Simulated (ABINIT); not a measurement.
Crystal: In.

```
In
1.0
     3.33548    0.00000    0.00000
    -1.66774    2.88861    0.00000
     0.00000    0.00000    5.50914
In
2
Direct
  0.66667 0.33333 0.75000
  0.33333 0.66667 0.25000
```

This isn't the form of In at room conditions, which is tetragonal.

Base run:

* Program: ABINIT 10.8.3 (patched build)
* Functional: revPBE
* Potentials or basis: JTH PAW PBE v2.0
* Cutoff: 707 eV
* k mesh: 9 × 9 × 5
* Occupations: fermi-dirac, width 0.05 eV
* Spin: no spin polarisation

Its results: band gap on the k mesh none (metal or under the smearing width); pressure 2.1 GPa.

Problem. The run is repeated on the same cell with these changes: functional from revPBE to LDA. What comes out?

Solution. Band gap on the k mesh none (metal or under the smearing width); pressure -3.4 GPa.

LDA binds more tightly than revPBE, so the same cell stands under less pressure.

Caveats: the PAW data sets were made with another functional, which shifts forces and pressure a little.
